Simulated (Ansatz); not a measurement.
A 2-atom cell of RbBr started from a crystallographic database, relaxed with r2SCAN in the PAW code Ansatz. The symmetry is Fm-3m (No. 225, cubic); conventional cell a = 6.922 Å, 41.45 Å³ an atom. Rb has 6 Br at 3.46 Å; Br has 6 Rb at 3.46 Å.

The axes x, y and z are those of this cell:
```yaml
crystal:
  lattice:
    - [0.00000, 3.46083, 3.46083]
    - [3.46083, 0.00000, 3.46083]
    - [3.46083, 3.46083, 0.00000]
  atoms:
    - { symbol: Rb, position: [0.00000, 0.00000, 0.00000] }
    - { symbol: Br, position: [0.50000, 0.50000, 0.50000] }
```

Unstrained: The PBE gap is direct at Γ: 4.291 eV. r2SCAN gives a direct gap of 4.893 eV at Γ. With HSE06 the gap is 5.443 eV and direct, at Γ. Meshes: PBE 6×6×6, r2SCAN 6×6×6, HSE06 4×4×4. Strains are changes of length per length, and xy shears are angles. After each strain the atoms were relaxed again with r2SCAN in this cell and within any symmetry left, so distortions that break it or need a larger cell weren't tested; points keep the names that they have in the unstrained zone. Calculated for a static, non-magnetic cell.

(1) Apply xy shear, engineering strain (angle) -3.98 %. How far does the gap move, against the unstrained cell?

(2) One strain changed the r2SCAN stress by xx +3.09, yy +3.09, zz +0.44 GPa (compression positive) and the gap by +0.241 eV (PBE), +0.249 eV (r2SCAN), +0.265 eV (HSE06). Which kind of strain was it, and roughly how large?

(3) Apply uniaxial +3.89 % along z, other directions held. How far does the gap move, against the unstrained cell?

(4) Apply uniaxial -2.02 % along y, other directions held. How far does the gap move, against the unstrained cell?

## Answers

(1) PBE: the gap goes from 4.291 to 4.254 eV (-0.037 eV); with r2SCAN the top three valence levels at Γ, degenerate before, become 1+1+1 from the top over 63 meV. r2SCAN: the gap goes from 4.893 to 4.855 eV (-0.038 eV). HSE06: the gap goes from 5.443 to 5.405 eV (-0.038 eV). The r2SCAN energy rises by 0.8 meV an atom.

(2) Biaxial -5.29 % in x and y, z held. The pattern of the stress gives the kind; the size needs the stiffness, so it is an estimate.

(3) PBE: the gap goes from 4.291 to 4.187 eV (-0.104 eV); with r2SCAN the top three valence levels at Γ, degenerate before, become 2+1 from the top over 30 meV. r2SCAN: the gap goes from 4.893 to 4.784 eV (-0.109 eV). HSE06: the gap goes from 5.443 to 5.331 eV (-0.112 eV). The r2SCAN energy rises by 5.4 meV an atom.

(4) PBE: the gap goes from 4.291 to 4.325 eV (+0.034 eV); with r2SCAN the top three valence levels at Γ, degenerate before, become 1+2 from the top over 26 meV. r2SCAN: the gap goes from 4.893 to 4.927 eV (+0.034 eV). HSE06: the gap goes from 5.443 to 5.482 eV (+0.039 eV). The r2SCAN energy rises by 2.2 meV an atom.

The runs are scalar-relativistic, without spin-orbit coupling.

The meshes of the hybrids are coarse, so their gaps aren't converged to the digits shown.

The splittings at Γ are without spin-orbit coupling, which is tenths of an eV in such compounds, regroups them and changes the shifts of the gap.
